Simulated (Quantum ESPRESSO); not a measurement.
## Fe under changes of volume

One of the cells (12.019 Å³/atom); the others are scaled copies at fixed shape and fractional positions:

```
Fe
1.0
    -1.44300    1.44300    1.44300
     1.44300   -1.44300    1.44300
     1.44300    1.44300   -1.44300
Fe
1
Direct
  0.00000 0.00000 0.00000
```

- Program: Quantum ESPRESSO 7.5
- Functional: PBEsol
- Potentials or basis: GBRV 1.5 PBEsol
- Cutoff: 762 eV
- Density cutoff: 6095 eV
- k mesh: 13 × 13 × 13
- Occupations: fermi-dirac, width 0.05 eV
- Spin: collinear spin, ferromagnetic start
- Starting moments: [3.0] μB

```csv
volume (Å³/atom),energy over the lowest point (meV/atom),pressure (GPa),moment (μB per cell)
11.298,0.00,-8.2,2.19
11.538,14.78,-11.1,2.25
11.778,33.21,-13.5,2.31
12.019,55.23,-15.6,2.38
12.259,79.83,-16.7,2.47
12.499,?,?,?
12.740,132.07,-19.0,2.60
```

Q: What does the run at 12.499 Å³/atom give?

A: Energy over the lowest point 105.04 meV/atom; pressure -17.5 GPa; moment 2.55 μB per cell.

Worked out: A Birch-Murnaghan fit of order 3 (a polynomial in V^(-2/3)) to the other rows has no minimum within the range. It gives 105.40 meV/atom at 12.499 Å³/atom, against the run's 105.04, and -dE/dV = -17.5 GPa, against -17.5. A parabola through the other rows of the moment, of slope 0.307 μB per Å³/atom there, gives 2.53 μB, against the run's 2.55.

Energies are extrapolated to zero smearing.
